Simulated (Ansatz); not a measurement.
## AlN under pressure: fit and missing row

AlN, P6_3mc, a = 3.130 Å, c = 5.018 Å. Ansatz: PBE, PAW, 420 eV, Γ-centred 12×12×6 mesh on 4 atoms, Gaussian smearing 0.02 eV; no spin polarisation. Cell and atoms are relaxed at each pressure, and no other structure is tried; the real crystal is known to change phase within this range, so the rows at high pressure are metastable.

```tsv
V (Å³/atom)	P (GPa)
?	60.00
9.413	29.99
9.943	14.99
10.243	8.00
10.485	3.00
10.645	0.01
10.820	-3.04
```

Question: Take V0 = 10.645 Å³/atom, count pressures from its P0 = 0.01 GPa, fit the third-order Birch–Murnaghan form to the other rows, and predict the missing volume.

Answer: With the Eulerian strain f = ½[(V0/V)^(2/3) − 1] and y = (P − P0)/[3f(1 + 2f)^(5/2)], the form is the line y = B0 + 1.5 B0 (B0′ − 4) f. Rows (f, y): 0.04273, 190.5; 0.02327, 191.5; 0.01300, 192.1; 0.00507, 191.7; -0.00541, 193.1. Means f = 0.01573, y = 191.78; Σ(Δf)² = 0.001354, ΣΔfΔy = -0.06460; the slope is their ratio. y = 192.5 − 47.71 f GPa, so B0 = 192.5 GPa and B0′ = 4 + 2 × (-47.71)/(3 × 192.5) = 3.83. P = 60.00 GPa is met at f = 0.07472 (y = 188.94), so V = V0 (1 + 2f)^(−3/2) = 8.638 Å³/atom. The run gave 8.621 Å³/atom, so the fit is 0.017 Å³/atom too high, 0.77 % of the span of the series, against an rms of 0.0005 Å³/atom on the fitted rows. The row lies outside the fitted range. A fourth-order term fitted to the same rows gives P = 61.06 GPa at this row's volume (the line 60.80, the run 60.00), no gain.